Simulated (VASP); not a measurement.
Set up this calculation in VASP 6.6.1, as the native input.

| Item | Value |
| --- | --- |
| Task | single point |
| Functional | PBE |
| Potentials or basis | VASP PAW PBE potentials, release 64 (Hf_pv) |
| Cutoff | 520 eV |
| k mesh | 20 × 20 × 20 |
| Occupations | gaussian, width 0.15 eV |
| Spin | no spin polarisation |
| Dipole correction | no |
| Further INCAR settings | ALGO = Normal; EDIFF = 1e-06; NBANDS = 11 |

The structure of Hf lies in POSCAR:

```
Hf
1.0
   -1.8050000000      1.8050000000      1.8050000000
    1.8050000000     -1.8050000000      1.8050000000
    1.8050000000      1.8050000000     -1.8050000000
Hf
1
Direct
    0.0000000000      0.0000000000      0.0000000000
```

This isn't the form of Hf at room conditions, which is hcp.

The input as run:

INCAR

```
SYSTEM = Hf
PREC     = Accurate       ! precision mode
ENCUT    = 520            ! plane-wave cutoff, eV
EDIFF    = 1E-6           ! SCF threshold, eV
ISMEAR   = 0              ! smearing method
SIGMA    = 0.15           ! smearing width, eV
LREAL    = .False.        ! projectors in reciprocal space
LASPH    = .True.         ! aspherical terms in the spheres
NELM     = 100            ! most SCF steps
ALGO     = Normal         ! electronic algorithm
ISIF     = 2              ! what is computed and relaxed
LWAVE    = .False.        ! write WAVECAR
LCHARG   = .False.        ! write CHGCAR
GGA      = PE             ! functional
NBANDS   = 11             ! bands
```

KPOINTS

```
Automatic mesh
0
Gamma
  20 20 20
  0 0 0
```

Potentials or basis: VASP PAW PBE potentials, release 64 (Hf_pv).

Run with:

```sh
$ cat potpaw_PBE.64/Hf_pv/POTCAR > POTCAR
$ mpirun -np 1 vasp_std > vasp.out
```

Results of the run:

The pressure is -5.2 GPa and the band gap on the k mesh is none (metal or under the smearing width).

It took 15 s on 1 thread of Intel(R) Xeon(R) 6975P-C (Granite Rapids), with other jobs on the host, peak memory 0.18 GiB.
